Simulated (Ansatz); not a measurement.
# Cd (R-3m) in Ansatz: notebook

One crystal, Cd, is run at these levels: PBE, PBEsol, r2SCAN; tasks: single point, electron localisation function.

Program: Ansatz 0.2.0. These are calculated values, not measurements. Logs are shortened: lines on timing, memory, paths and dates and some standing lists are left out, and cuts for length are marked.

## 1. The crystal as given

Symmetry: R-3m, No. 166, trigonal system. The conventional cell has a = 3.216 Å, b = 3.216 Å, c = 7.348 Å, α = 90.00°, β = 90.00°, γ = 120.00°. Cd (site symmetry -3m) is surrounded by 12 Cd at 3.07 to 3.22 Å.

This isn't the form of Cd at room conditions, which is hcp.

## 2. Single point, PBE

File input.yaml:

```yaml
crystal:
  lattice:
    - [1.6080291515, 0.9283960635, 2.44928741]
    - [-1.6080291515, 0.9283960635, 2.44928741]
    - [0.0, -1.856792127, 2.44928741]
  atoms:
    - { symbol: Cd, position: [0.0, 0.0, 0.0] }
hamiltonian:
  xc: pbe
  pseudopotentials: { kind: paw }
kpoints:
  mp_grid: { grid: [10, 10, 10] }
scf:
  occupations: { method: gaussian, width: 0.05 }
output:
  forces: true
  stress: true
  eigenvalues: true
```

Potentials or basis: Ansatz PAW.

Started as:

```console
ansatz run input.yaml --threads 2 --pin off --max-ram 5632MiB --backend cpu --events-out ev --progress --plain --runs-dir out
```

Output:

```text
Warning: RAYON_NUM_THREADS=2 ignored (pool sized by the plan → 2); use --threads N
Engine: ansatz 0.2.0, x86_64-unknown-linux-gnu
Pseudopotentials: kind: paw
Pseudopotential: Cd, paw, valence charge 20, recommended cutoff 420 eV (normal), Cd.paw.azcp
Functional definition: PBE
  parameter kappa = 0.804
  parameter beta = 0.06672455060314922
  exchange = pbe_x(kappa = kappa, mu = beta*pi^2/3)
  correlation = pbe_c(beta = beta)
Crystal: 1 atoms, lattice volume = 21.939 Å³
Basis set: ecut = 420 eV, 435 PW (Γ), exchange–correlation on 48×48×48 points (8 copies of the dense FFT grid, shifted against one another)
Bands: 14, of which v1, the nominal top of the filled ones, is band 10 counted from 1 (9 counted from 0)
Symmetry: 12 space group operations
Space group: R-3m (ITA 166), of the structure as read, at distance tolerance 2.8e-5 Å
k-points: 116 of 1000
Non-local potential: Cd, projectors of the file, l = 0: 3, l = 1: 2, l = 2: 2, l = 3: 1
PAW form: soft (Blöchl's): semilocal exchange-correlation on the pseudo side does not see the compensation charge
PAW one-centre angular grid: Cd, 590 points (default); XC on 64 Gauss nodes
Initial density: superposition of atomic densities (neutral atoms: chi_scale 0, normalization atom), corrected by the library's trained network
Initial wavefunctions: pseudopotential atomic-orbital guess
Functional: x = pbe(κ = 0.804, μ = 0.2195149727645171), c = pbe(β = 0.06672455060314922)
SCF iter   1: F=—  HF=-8254.443266 eV  |F-HF|=—  |Δ(HF+E_count)|=         —  Δρ=5.18e-4  dr2=3.38e-5  ethr=1.77e-3  ⟨swp⟩=5.7  Hψ=8359  notcnv=0
preconditioner: auto → none  [insulator: Δε(μ)=0.191 eV  Ē_g=16.349 eV  σ=0.050 eV  W_gap=0.67  n_scr=8 (ndim 8)  ℏωp=27.5 eV  f_vac=0.000  D(μ)=0.32/eV (n_scr^D=0)  ε∞_Penn≈3.8]
SCF iter   2: F=—  HF=-8254.443426 eV  |F-HF|=—  |Δ(HF+E_count)|=   1.60e-4  Δρ=2.69e-4  dr2=6.87e-6  ethr=1.69e-7  ⟨swp⟩=2.4  Hψ=3745  notcnv=0
SCF iter   3: F=—  HF=-8254.443437 eV  |F-HF|=—  |Δ(HF+E_count)|=   1.11e-5  Δρ=8.81e-5  dr2=1.24e-6  ethr=3.44e-8  ⟨swp⟩=2.1  Hψ=2366  notcnv=0
iter 4 did not close the SCF: its close was put off for the readings that it lacked (scf_convergence_deferred on its scf_iter line)
SCF iter   4: F=-8254.443437 eV  HF=-8254.443437 eV  |F-HF|=2.64e-10  |Δ(HF+E_count)|=   8.72e-8  Δρ=1.06e-5  dr2=1.85e-8  ethr=6.19e-9  ⟨swp⟩=2.0  Hψ=2315  notcnv=0
iter 5 did not close the SCF: its close was put off for the readings that it lacked (scf_convergence_deferred on its scf_iter line)
SCF iter   5: F=-8254.443437 eV  HF=-8254.443437 eV  |F-HF|=9.48e-10  |Δ(HF+E_count)|=   6.82e-9  Δρ=3.14e-6  dr2=1.45e-9  ethr=9.24e-11  ⟨swp⟩=2.0  Hψ=2348  notcnv=0
SCF iter   6: F=-8254.443437 eV  HF=-8254.443437 eV  |F-HF|=1.64e-11  |Δ(HF+E_count)|=  1.66e-10  Δρ=4.33e-7  dr2=2.90e-11  ethr=7.27e-12  ⟨swp⟩=1.3  Hψ=4479  notcnv=0
SCF 1 converged in 6 iterations: F = -8254.443437 eV  dr2 = 2.90e-11
SCF converged after 6 iterations
Free energy (F): -8254.443437 eV
Harris-Foulkes:  -8254.443437 eV  (|F-HF|=1.64e-11)
Internal energy: -8254.443043 eV  (E = F + TS)
E sigma→0 (E₀):  -8254.443240 eV
Entropy (-TS):   -0.000394 eV (-0.394 meV/atom)
Fermi energy:    14.327238 eV
--- Per-component energies (eV) ---
  E_band       = -399.067588
  E_kinetic    = 504.951850
  E_local      = -2949.873834  (includes V_loc(G=0)·N_el)
  E_nonlocal   = 32.044976
  E_hartree    = 1387.208709
  E_xc         = -177.225706
  E_vxc        = -222.304769  (∫ρ·V_xc dr)
  E_paw        = -4082.047215  (= ΣΔE_a)
  E_vpaw       = -538.302876  (= ΣTr[D̂ρ^β])
  E_aug_tail   = 0.000013  (compensation charges beyond the density's cutoff)
  E_ewald      = -2969.501836
  E_smearing   = -0.000394  (= −TS)
  E_closure    = 0.000000  (closes the sum)
  Σ components = -8254.443437   (vs F -8254.443437, Δ=0.00e0)
--- Forces (eV/Å), atoms counted from 1 ---
  atom   1  Cd     0.00000000     0.00000000     0.00000000
  max |Σ_I F_I| component: 2.05e-33 eV/Å
--- Stress (GPa, compression-positive) ---
        1.809891      -0.000000      -0.000000
       -0.000000       1.809891       0.000000
       -0.000000       0.000000       2.583277
  P = ⅓ Tr σ = 2.0677 GPa (20.677 kbar)
--- Band table (eV; the first three rows and the last of 116) ---
  k-point 0: bands = ["-88.6348", "-49.6697", "-49.6697", "-49.6621", "5.1269", "5.1269", "5.3372", "5.6192", "5.6880", "5.6880", "27.2143", "28.2250", "28.2250", "30.8664"]
  k-point 1: bands = ["-88.6345", "-49.6723", "-49.6700", "-49.6632", "5.1127", "5.1500", "5.3702", "5.6816", "5.6837", "5.8761", "25.5080", "27.5286", "28.0462", "30.4415"]
  k-point 2: bands = ["-88.6340", "-49.6800", "-49.6708", "-49.6651", "5.0142", "5.1816", "5.4358", "5.7049", "5.7150", "6.6888", "21.9114", "27.4257", "27.6410", "29.7216"]
  k-point 115: bands = ["-88.6311", "-49.7051", "-49.6782", "-49.6782", "4.7390", "5.2027", "5.2027", "6.0947", "6.0947", "12.4295", "13.8966", "25.6508", "25.6508", "26.2326"]
```

It took 5 s on 2 threads of Intel Xeon at 2.50GHz (Skylake/Cascade Lake), shared host; peak memory 0.32 GiB.

Results:

```
Free energy            : -8254.4434 eV
Pressure               : 2.1 GPa
Band gap on the k mesh : none (metal or under the smearing width)
```

Levels at points of the mesh, in eV from the Fermi level:
```csv
k point,band 6,band 7,band 8,band 9,band 10,band 11,band 12,band 13,band 14
"(0.00, 0.00, 0.00)",-9.20,-8.99,-8.71,-8.64,-8.64,12.89,13.90,13.90,16.54
"(0.00, 0.00, -0.50)",-9.23,-8.96,-8.37,-8.24,-2.40,-1.58,12.19,12.30,13.61
"(0.00, -0.50, -0.50)",-9.66,-8.34,-8.20,-8.16,-0.77,1.41,5.97,7.47,10.33
"(-0.50, -0.50, -0.50)",-9.12,-9.12,-8.23,-8.23,-1.90,-0.43,11.32,11.32,11.91
```

## 3. Single point, PBEsol

Edit input.yaml of step 2 so:

```diff
@@ -8,3 +8,3 @@
 hamiltonian:
-  xc: pbe
+  xc: pbesol
   pseudopotentials: { kind: paw }
```

Potentials or basis: Ansatz PAW.

Started as:

```console
ansatz run input.yaml --threads 2 --pin off --max-ram 5632MiB --backend cpu --events-out ev --progress --plain --runs-dir out
```

It took 5.1 s on 2 threads of Intel Xeon at 2.50GHz (Skylake/Cascade Lake), shared host; peak memory 0.32 GiB.

The run converged. Its results:

```yaml
Free_energy: -8184.0436 eV
Pressure: -2.2 GPa
Band_gap_on_the_k_mesh: none (metal or under the smearing width)
```

Stress tensor (GPa, compression positive):
```
-2.31  0.00  0.00
 0.00 -2.31  0.00
 0.00  0.00 -1.93
```

Levels at points of the mesh, in eV from the Fermi level:
| k point | band 6 | band 7 | band 8 | band 9 | band 10 | band 11 | band 12 | band 13 | band 14 |
| --- | --- | --- | --- | --- | --- | --- | --- | --- | --- |
| (0.00, 0.00, 0.00) | -9.11 | -8.91 | -8.71 | -8.54 | -8.54 | 12.89 | 13.89 | 13.89 | 16.53 |
| (0.00, 0.00, -0.50) | -9.14 | -8.87 | -8.28 | -8.15 | -2.41 | -1.57 | 12.19 | 12.29 | 13.61 |
| (0.00, -0.50, -0.50) | -9.58 | -8.24 | -8.10 | -8.06 | -0.78 | 1.41 | 5.96 | 7.45 | 10.35 |
| (-0.50, -0.50, -0.50) | -9.04 | -9.04 | -8.14 | -8.14 | -1.91 | -0.43 | 11.31 | 11.31 | 11.90 |

Caveat: the PAW data sets come from PBE, with cores solved anew for the run's functional, which leaves a small shift of forces and pressure.

## 4. Electron localisation function, r2SCAN

Edit input.yaml of step 3 so:

```diff
@@ -8,3 +8,3 @@
 hamiltonian:
-  xc: pbesol
+  xc: r2scan
   pseudopotentials: { kind: paw }
@@ -13,3 +13,3 @@
 scf:
-  occupations: { method: gaussian, width: 0.05 }
+  occupations: { method: methfessel_paxton, width: 0.1 }
 output:
@@ -18 +18,5 @@
   eigenvalues: true
+  write_density: true
+  write_potential: true
+  elf: true
+  volumetric_format: npy
```

Started as:

```console
ansatz run input.yaml --threads 2 --pin off --max-ram 5632MiB --backend cpu --events-out ev --progress --plain --runs-dir out
```

Wall time 12 s (2 threads of Intel Xeon at 2.50GHz (Skylake/Cascade Lake), shared host); peak memory 0.39 GiB.

The run converged. Its results:

```yaml
Free_energy: -8268.1607 eV
Pressure: -0.3 GPa
Band_gap_on_the_k_mesh: none (metal or under the smearing width)
```

Stress tensor (GPa, compression positive):
```
-0.18  0.00  0.00
 0.00 -0.18  0.00
 0.00  0.00 -0.49
```

Levels at points of the mesh, in eV from the Fermi level:
```tsv
k point	band 6	band 7	band 8	band 9	band 10	band 11	band 12	band 13	band 14
(0.00, 0.00, 0.00)	-9.75	-9.53	-9.18	-9.18	-9.12	13.28	14.50	14.50	17.27
(0.00, 0.00, -0.50)	-9.78	-9.51	-8.91	-8.77	-2.54	-1.68	12.72	12.88	14.21
(0.00, -0.50, -0.50)	-10.22	-8.88	-8.73	-8.68	-0.92	1.52	6.22	7.81	10.68
(-0.50, -0.50, -0.50)	-9.68	-9.68	-8.76	-8.76	-2.07	-0.43	11.84	11.84	12.44
```

Caveat: the PAW data sets come from PBE, with cores solved anew for the run's functional, which leaves a small shift of forces and pressure.

## 5. Single point, PBE

Edit input.yaml of step 4 so:

```diff
@@ -8,3 +8,3 @@
 hamiltonian:
-  xc: r2scan
+  xc: pbe
   pseudopotentials: { kind: paw }
@@ -13,3 +13,3 @@
 scf:
-  occupations: { method: methfessel_paxton, width: 0.1 }
+  occupations: { method: gaussian, width: 0.02 }
 output:
```

Started as:

```console
ansatz run input.yaml --threads 2 --pin off --max-ram 5632MiB --backend cpu --events-out ev --progress --plain --runs-dir out
```

It took 6.2 s on 2 threads of Intel Xeon at 2.50GHz (Skylake/Cascade Lake), shared host; peak memory 0.32 GiB.

Results (log left out):

```yaml
Free_energy: -8254.4432 eV
Pressure: 2.1 GPa
Band_gap_on_the_k_mesh: none (metal or under the smearing width)
```

Stress tensor (GPa, compression positive):
```
1.74 0.00 0.00
0.00 1.74 0.00
0.00 0.00 2.75
```

Levels at points of the mesh, in eV from the Fermi level:
| k point | band 6 | band 7 | band 8 | band 9 | band 10 | band 11 | band 12 | band 13 | band 14 |
| --- | --- | --- | --- | --- | --- | --- | --- | --- | --- |
| (0.00, 0.00, 0.00) | -9.18 | -8.97 | -8.69 | -8.62 | -8.62 | 12.90 | 13.92 | 13.92 | 16.56 |
| (0.00, 0.00, -0.50) | -9.21 | -8.94 | -8.36 | -8.23 | -2.38 | -1.56 | 12.21 | 12.32 | 13.63 |
| (0.00, -0.50, -0.50) | -9.64 | -8.32 | -8.19 | -8.14 | -0.76 | 1.43 | 5.99 | 7.48 | 10.35 |
| (-0.50, -0.50, -0.50) | -9.11 | -9.11 | -8.22 | -8.22 | -1.88 | -0.41 | 11.34 | 11.34 | 11.92 |

## 6. The runs side by side

```csv
task,level,cutoff (eV),smearing,gap on the mesh (eV),pressure (GPa)
single point,PBE,420,gaussian 0.05 eV,none,2.1
single point,PBEsol,420,gaussian 0.05 eV,none,-2.2
electron localisation function,r2SCAN,500,methfessel-paxton 0.1 eV,none,-0.3
single point,PBE,420,gaussian 0.02 eV,none,2.1
```

Alike in all rows: potentials or basis Ansatz PAW; no spin polarisation; cell as given; k mesh 10 × 10 × 10.

Every run on the cell as given and a fine mesh finds a metal. The pressure there spans -2.2 GPa (PBEsol) to 2.1 GPa (PBE); a positive pressure means that this level wants a larger cell, a negative one a smaller.

Caveats: the PAW data sets come from PBE, with cores solved anew for the run's functional, which leaves a small shift of forces and pressure (some runs).

Total energies depend on the potentials used, so only differences within one code and one set of settings carry meaning.
